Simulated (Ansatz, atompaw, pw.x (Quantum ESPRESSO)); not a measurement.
What a changed setting does to a pw.x run (bcc Al)

Potential: PAW, atompaw 4.2.0.5, PBE; core [Ne], reference 3s1.5 3p1.5; waves: 3s (bound): rc 2.50 bohr; 3s channel at 0.25 Ry: rc 2.50 bohr; 3p (bound): rc 2.00 bohr; 3p channel at 1.65 Ry: rc 2.50 bohr; 3d channel at 0.2 Ry: rc 2.50 bohr; 3d channel at 1.15 Ry: rc 2.50 bohr; local part: troulliermartins scheme with l = 3 at 0.5 Ry, radius 1.82 bohr; core correction: smooth core density matched at 1.80 bohr; augmentation: besselshape compensation charge, radius 2.50 bohr; PAW radius 2.50 bohr; waves and projectors: custom polynom2 7 10 vanderbiltortho.

The reference run (k-mesh 14³, cutoffs 40/400 Ry, Fermi–Dirac 0.01 Ry, mixing_beta 0.4, conv_thr 1e-9, no spin) gives -0.11 GPa at 16.945 Å³/atom, where all-electron LAPW gives 0.07 GPa. This run, with its own iteration cap, changes startingwfc to random.

```
&control
  calculation='scf', prefix='x', pseudo_dir='./', outdir='./tmp', tstress=.true., disk_io='none'
/
&system
  ibrav=0, nat=1, ntyp=1, ecutwfc=40, ecutrho=400, nbnd=8,
  occupations='smearing', smearing='fd', degauss=0.01
/
&electrons
  conv_thr=1e-09, mixing_beta=0.4, electron_maxstep=60, startingwfc='random'
/
ATOMIC_SPECIES
Al 1.0 Al.UPF
CELL_PARAMETERS angstrom
  -1.61805716 1.61805716 1.61805716
  1.61805716 -1.61805716 1.61805716
  1.61805716 1.61805716 -1.61805716
ATOMIC_POSITIONS crystal
Al 0.0000 0.0000 0.0000
K_POINTS automatic
14 14 14 0 0 0
```

```bash
pw.x < Al.scf.in > Al.scf.out
```

Task: How does the run end?

Result: It converges in 20 iterations; the free energy moves by +0.0 meV/atom and the pressure by +0.00 GPa. The result is that of the reference run.

```
Message from routine setup:
     using ibrav=0 with symmetry is DISCOURAGED, use correct ibrav instead
     lattice parameter (alat)  =       5.2961  a.u.
     unit-cell volume          =     114.3505 (a.u.)^3
     number of electrons       =         3.00
     number of Kohn-Sham states=            8
     kinetic-energy cutoff     =      40.0000  Ry
     charge density cutoff     =     400.0000  Ry
     scf convergence threshold =      1.0E-09
     Exchange-correlation= SLA PW PBX PBC
     number of k points=   104  Fermi-Dirac smearing, width (Ry)=  0.0100
     iteration #  1     ecut=    40.00 Ry     beta= 0.40
     c_bands:  1 eigenvalues not converged
     total energy              =     -39.71839843 Ry
     estimated scf accuracy    <       0.00484322 Ry
     iteration #  2     ecut=    40.00 Ry     beta= 0.40
     total energy              =     -39.56694321 Ry
     estimated scf accuracy    <       0.00034116 Ry
     iteration #  3     ecut=    40.00 Ry     beta= 0.40
     total energy              =     -39.50287539 Ry
     estimated scf accuracy    <       0.00054206 Ry
     iteration #  4     ecut=    40.00 Ry     beta= 0.40
     total energy              =     -39.50416058 Ry
     estimated scf accuracy    <       0.00067301 Ry
     iteration #  5     ecut=    40.00 Ry     beta= 0.40
     total energy              =     -39.50388091 Ry
     estimated scf accuracy    <       0.00072958 Ry
     iteration #  6     ecut=    40.00 Ry     beta= 0.40
     total energy              =     -39.50388953 Ry
     estimated scf accuracy    <       0.00014428 Ry
     [... 8 iterations left out ...]
     iteration # 15     ecut=    40.00 Ry     beta= 0.40
     total energy              =     -39.50389564 Ry
     estimated scf accuracy    <       0.00000004 Ry
     iteration # 16     ecut=    40.00 Ry     beta= 0.40
     total energy              =     -39.50389566 Ry
     estimated scf accuracy    <       0.00000004 Ry
     iteration # 17     ecut=    40.00 Ry     beta= 0.40
     total energy              =     -39.50389566 Ry
     estimated scf accuracy    <          3.0E-09 Ry
     iteration # 18     ecut=    40.00 Ry     beta= 0.40
     total energy              =     -39.50389566 Ry
     estimated scf accuracy    <          1.6E-09 Ry
     iteration # 19     ecut=    40.00 Ry     beta= 0.40
     total energy              =     -39.50389566 Ry
     estimated scf accuracy    <          2.7E-09 Ry
     iteration # 20     ecut=    40.00 Ry     beta= 0.40
     the Fermi energy is     7.6398 ev
!    total energy              =     -39.50389566 Ry
     estimated scf accuracy    <          9.8E-11 Ry
     smearing contrib. (-TS)   =      -0.00173985 Ry
     The total energy is F=E-TS. E is the sum of the following terms:
     one-electron contribution =       3.11571720 Ry
     hartree contribution      =       0.00312165 Ry
     xc contribution           =      -1.94046698 Ry
     ewald contribution        =      -5.35586600 Ry
     one-center paw contrib.   =     -35.32466168 Ry
     convergence has been achieved in  20 iterations
          total   stress  (Ry/bohr**3)                   (kbar)     P=       -1.11
     Message from routine punch:
     Nothing written, as per user request (disk_io='none')
```

The run took about 18 s on one core of a shared host (Intel(R) Xeon(R) 6975P-C, 192 threads, 756 GiB, load 117).
